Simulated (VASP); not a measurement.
# Na2S (Fm-3m) in VASP: a series of runs

One crystal, Na2S, is run at these levels: LDA; tasks: single point, relaxation of cell and atoms.

Everything below comes from runs of VASP 6.6.1. Logs are shortened: lines on timing, memory, paths and dates and some standing lists are left out, and cuts for length are marked.

**1. The crystal as given**

It takes space group Fm-3m (No. 225, cubic). The conventional cell has a = 5.766 Å, b = 5.766 Å, c = 5.766 Å, α = 90.00°, β = 90.00°, γ = 90.00°. Around S (site symmetry m-3m) lie 8 Na at 2.50 Å. Around Na (site symmetry -43m) lie 4 S at 2.50 Å.

**2. Single point, LDA**

File INCAR:

```
SYSTEM = Na2S
  PREC = Accurate
  ENCUT = 520
  EDIFF = 1E-6
  ISMEAR = 1
  SIGMA = 0.1023
  LREAL = .FALSE.
  LASPH = .TRUE.
  NELM = 100
  ALGO = Normal
  ISIF = 2
  LWAVE = .FALSE.
  LCHARG = .FALSE.
  GGA = CA
  NBANDS = 17
```

File KPOINTS:

```
Automatic mesh
0
G
  8 8 8
  0 0 0
```

File POSCAR:

```
Na2S
1.0
    0.0000000000      2.8829592964      2.8829592964
    2.8829592964      0.0000000000      2.8829592964
    2.8829592964      2.8829592964      0.0000000000
S Na
1 2
Direct
    0.0000000000      0.0000000000      0.0000000000
    0.2500000000      0.2500000000      0.2500000000
    0.7500000000      0.7500000000      0.7500000000
```

Potentials or basis: VASP PAW LDA potentials, release 64 (S, Na_pv).

Launch:

```console
$ cat potpaw_LDA.64/S/POTCAR potpaw_LDA.64/Na_pv/POTCAR > POTCAR
$ mpirun -np 1 vasp_std > vasp.out
```

OUTCAR:

```text
SYSTEM = Na2S
   PREC = Accurate
   ENCUT = 520
   EDIFF = 1E-6
   ISMEAR = 1
   LREAL = .FALSE.
   LASPH = .TRUE.
   NELM = 100
   ISIF = 2
   GGA = CA

 ion  position               nearest neighbor table
   1  0.000  0.000  0.000-   3 2.50   3 2.50   3 2.50   2 2.50   3 2.50   2 2.50   2 2.50   2 2.50

   2  0.250  0.250  0.250-   1 2.50   1 2.50   1 2.50   1 2.50
   3  0.750  0.750  0.750-   1 2.50   1 2.50   1 2.50   1 2.50

  LATTYP: Found a face centered cubic cell.
 ALAT       =     5.7659185928

  Lattice vectors:

 A1 = (   0.0000000000,   2.8829592964,   2.8829592964)
 A2 = (   2.8829592964,   0.0000000000,   2.8829592964)
 A3 = (   2.8829592964,   2.8829592964,   0.0000000000)

Analysis of symmetry for initial positions (statically):
=====================================================================
 Subroutine PRICEL returns:
 Original cell was already a primitive cell.

 Routine SETGRP: Setting up the symmetry group for a
 face centered cubic supercell.

 Subroutine GETGRP returns: Found 48 space group operations
 (whereof 48 operations were pure point group operations)
 out of a pool of 48 trial point group operations.

The static configuration has the point symmetry O_h .

Analysis of symmetry for dynamics (positions and initial velocities):
=====================================================================
 Subroutine PRICEL returns:
 Original cell was already a primitive cell.

 Routine SETGRP: Setting up the symmetry group for a
 face centered cubic supercell.

 Subroutine GETGRP returns: Found 48 space group operations
 (whereof 48 operations were pure point group operations)
 out of a pool of 48 trial point group operations.

The dynamic configuration has the point symmetry O_h .

 Subroutine INISYM returns: Found 48 space group operations
 (whereof 48 operations are pure point group operations),
 and found     1 'primitive' translations

----------------------------------------------------------------------------------------

                                     Primitive cell

  volume of cell :      47.9232

  direct lattice vectors                    reciprocal lattice vectors
     0.000000000  2.882959296  2.882959296    -0.173432903  0.173432903  0.173432903
     2.882959296  0.000000000  2.882959296     0.173432903 -0.173432903  0.173432903
     2.882959296  2.882959296  0.000000000     0.173432903  0.173432903 -0.173432903

  length of vectors
     4.077120137  4.077120137  4.077120137     0.300394600  0.300394600  0.300394600

[... 85 lines left out ...]
   NSW    =      0    number of steps for IOM
   IBRION =     -1    ionic relax: 0-MD 1-quasi-New 2-CG
   NFREE  =      0    steps in history (QN), initial steepest desc. (CG)
   ISIF   =      2    stress and relaxation
   ISYM   =      2    0-nonsym 1-usesym 2-fastsym
   POTIM  = 0.5000    time-step for ionic-motion
   TEBEG  =    0.0;   TEEND  =   0.0 temperature during run
   PSTRESS=    0.0 pullay stress
   NELECT =      20.0000    total number of electrons
   NUPDOWN=      -1.0000    fix difference up-down
   EMIN   =  10.00;   EMAX   =-10.00  energy-range for DOS
   EFERMI =   0.00;   METHOD = LEGACY
   ISMEAR =     1;   SIGMA  =   0.10  broadening in eV -4-tet -1-fermi 0-gaus
   EFERMI_NEDOS =   21; number of points for ismear=-14 and -15
   IALGO  =     38    algorithm
   IMIX   =      4    mixing-type and parameters
     AMIX     =   0.40;   BMIX     =  1.00
     AMIX_MAG =   1.60;   BMIX_MAG =  1.00
  volume/ion in A,a.u.               =      15.97       107.80
  Fermi-wavevector in a.u.,A,eV,Ry     =   1.223403  2.311897 20.364053  1.496716
  Thomas-Fermi vector in A             =   2.358515
   LORBIT       =      0    0 simple, 1 ext, 2 COOP (PROOUT), +10 PAW based schemes
   GGA     = CA    functional components
   LHFCALC =     F    Hartree Fock is set to
   AEXX    =    0.0000 exact exchange contribution
   IVDW    =     0    specifies the selected vdW correction
   LEPSILON=     F    determine dielectric tensor
   LRPA    =     F    only Hartree local field effects (RPA)
 non-spin polarized calculation
 Methfessel and Paxton  Order N= 1 SIGMA  =   0.10
  energy-cutoff  :      520.00
  volume of cell :       47.92
 maximum number of plane-waves:      1308
   NGX = 15   NGY = 15   NGZ = 15

 number of electron      19.9999983 magnetization

 Free energy of the ion-electron system (eV)
  ---------------------------------------------------
  ext. energy  EPLUGINS =         0.00000000
  ---------------------------------------------------
  free energy    TOTEN  =       -10.08605509 eV

  energy without entropy =      -10.08805346  energy(sigma->0) =      -10.08672121

 E-fermi :   2.0945     XC(G=0):  -9.8575

 val. band max:        2.0464346710   @ k =  -0.1250   0.1250   0.0000
 cond. band min:       5.6724208114   @ k =   0.5000   0.5000   0.0000
 fundamental gap:      3.6259861404
 Fermi energy:         2.0945166054

 k-point     1 :       0.0000    0.0000    0.0000
  band No.  band energies     occupation
      1     -19.6496      2.00000
      2     -19.6496      2.00000
      3     -19.6496      2.00000
      4     -19.4749      2.00000
      5     -19.4749      2.00000
      6     -19.4749      2.00000
[... 457 lines left out ...]
      4     -19.5755      2.00000
      5     -19.4777      2.00000
      6     -19.4728      2.00000
[... 9 lines left out ...]
     16      14.5021      0.00000
     17      16.0679      0.00000

 [... further k-points ...]

------------------------ aborting loop because EDIFF is reached ----------------------------------------

  FORCE on cell =-STRESS in cart. coord.  units (eV):
  Direction    XX          YY          ZZ          XY          YZ          ZX
  --------------------------------------------------------------------------------------
  -------------------------------------------------------------------------------------
  Total        6.0366630      6.0366630      6.0366630      0.0000000     -0.0000000     -0.0000000
  in kB      201.8189695    201.8189695    201.8189695      0.0000000     -0.0000000     -0.0000000
  external PRESSURE =     201.8189695 kB  Pullay stress =       0.0000000 kB

 VOLUME and BASIS-vectors are now :
 -----------------------------------------------------------------------------
  energy-cutoff  :      520.00
  volume of cell :       47.92
      direct lattice vectors                 reciprocal lattice vectors
     0.000000000  2.882959296  2.882959296    -0.173432903  0.173432903  0.173432903
     2.882959296  0.000000000  2.882959296     0.173432903 -0.173432903  0.173432903
     2.882959296  2.882959296  0.000000000     0.173432903  0.173432903 -0.173432903

 POSITION                                       TOTAL-FORCE (eV/Angst)
 -----------------------------------------------------------------------------------
      0.00000      0.00000      0.00000        -0.000000     -0.000000      0.000000
      1.44148      1.44148      1.44148         0.000000      0.000000      0.000000
      4.32444      4.32444      4.32444         0.000000      0.000000     -0.000000
 -----------------------------------------------------------------------------------
    total drift:                               -0.000000     -0.000000      0.000000

  FREE ENERGIE OF THE ION-ELECTRON SYSTEM (eV)
  ---------------------------------------------------
  free  energy   TOTEN  =       -10.0860550854 eV

  energy  without entropy=      -10.0880534617  energy(sigma->0) =      -10.08672121
```

stdout:

```text
POSCAR found type information on POSCAR S Na
 POSCAR found :  2 types and       3 ions
 scaLAPACK will be used
 LDA part: xc-table for (Slater(with rela. corr.)+CA(PZ))
 , standard interpolation
 POSCAR, INCAR and KPOINTS ok, starting setup
 FFT: planning ... GRIDC
 FFT: planning ... GRID_SOFT
 FFT: planning ... GRID
 WAVECAR not read
 entering main loop
```

Run time: 20 s. Hardware: 1 thread of AMD EPYC 7R13 (Zen 3), shared host; peak memory 0.12 GiB.

What came out:

- Free energy: -10.0861 eV
- Pressure: 20.2 GPa
- Band gap on the k mesh: 3.63 eV, indirect (least direct gap 3.73 eV)

Levels at points of the mesh, in eV from the valence-band top:
| k point | band 6 | band 7 | band 8 | band 9 | band 10 | band 11 | band 12 | band 13 | band 14 | band 15 |
| --- | --- | --- | --- | --- | --- | --- | --- | --- | --- | --- |
| (0.00, 0.00, 0.00) | -21.52 | -10.81 | 0.00 | 0.00 | 0.00 | 3.73 | 8.88 | 8.88 | 8.88 | 9.97 |
| (0.50, 0.00, 0.00) | -21.61 | -10.13 | -2.43 | -0.13 | -0.13 | 6.27 | 7.73 | 7.73 | 7.79 | 12.74 |
| (0.50, 0.50, 0.00) | -21.47 | -9.93 | -2.17 | -0.57 | -0.57 | 3.63 | 6.88 | 11.70 | 12.14 | 12.14 |

Caveat: so large a pressure means that the cell lies far from this level's equilibrium, or that cutoff or potentials fall short. A hybrid or GW would open this gap; LDA tends to underestimate it.

**3. Relaxation of cell and atoms, LDA, target pressure 20 GPa, at which the enthalpy is minimised**

This run uses another cell than the first one, of 24.06 Å³/atom, 1.506 times its volume.

File INCAR:

```
PREC = Accurate
ENCUT = 600
EDIFF = 1E-6
ISMEAR = 1
SIGMA = 0.1023
LREAL = F
LASPH = T
NELM = 100
ALGO = Normal
ISIF = 3
LWAVE = F
LCHARG = F
GGA = CA
IBRION = 2
NSW = 60
EDIFFG = -0.01
PSTRESS = 200.0
```

File KPOINTS:

```
Automatic mesh
0
Gamma
  8 8 8
```

File POSCAR:

```
Na2S
1.0
    0.0000000000      3.3047335900      3.3047335900
    3.3047335900      0.0000000000      3.3047335900
    3.3047335900      3.3047335900      0.0000000000
S Na
1 2
Direct
    0.0000000000      0.0000000000      0.0000000000
    0.2500000000      0.2500000000      0.2500000000
    0.7500000000      0.7500000000      0.7500000000
```

Potentials or basis: VASP PAW LDA potentials, release 64 (S, Na_pv).

Launch:

```console
$ cat potpaw_LDA.64/S/POTCAR potpaw_LDA.64/Na_pv/POTCAR > POTCAR
$ mpirun -np 1 vasp_std > vasp.out
```

It took 2.4 min on 1 thread of AMD EPYC 7R13 (Zen 3), shared host; peak memory 0.18 GiB.

It converged, with:

```yaml
Free_energy: -10.1018 eV
Relaxed_volume: 16.01 Å³/atom
Relaxed_cell: a = 4.080 Å, b = 4.080 Å, c = 4.080 Å, α = 60.00°, β = 60.00°, γ = 60.00°
Space_group_after_relaxing_to_0.05_Å: Fm-3m (No. 225)
Energy_change_on_relaxing_the_enthalpy_is_what_falls: +248.0 meV/atom
Ionic_steps: 6
Pressure_after_relaxing: 20.0 GPa
Band_gap_on_the_k_mesh: 3.63 eV, indirect (least direct gap 3.73 eV)
```

Step by step:
```
step  energy change (eV)  largest force (eV/Å)  pressure (GPa)  volume (Å³)
   1              0.0000                0.0000           -2.78        72.18
   2              1.8065                0.0000           38.64        42.02
   3              0.7349                0.0000           19.81        48.09
   4              0.7878                0.0000           20.85        47.68
   5              0.7175                0.0000           19.46        48.24
   6              0.7440                0.0000           20.01        48.02
```

Final structure:
```xyz
3
Lattice="0.0000 2.8849 2.8849 2.8849 0.0000 2.8849 2.8849 2.8849 0.0000" Properties=species:S:1:pos:R:3 pbc="T T T"
S     2.8849    2.8849    0.0000
Na    1.4425    1.4425    1.4425
Na    4.3274    4.3274    4.3274
```

Levels at points of the mesh, in eV from the valence-band top:
```csv
k point,band 6,band 7,band 8,band 9,band 10,band 11,band 12,band 13,band 14
"(0.00, 0.00, 0.00)",-21.52,-10.80,0.00,0.00,0.00,3.72,8.88,8.88,8.88
"(0.50, 0.00, 0.00)",-21.61,-10.13,-2.43,-0.13,-0.13,6.26,7.72,7.72,7.78
"(0.50, 0.50, 0.00)",-21.47,-9.93,-2.17,-0.57,-0.57,3.63,6.87,11.68,12.13
```

Caveat: the cell is relaxed towards a set pressure, so the enthalpy falls and the energy may rise; the volume moved by over 15 % at a fixed basis, so the end points are rough.
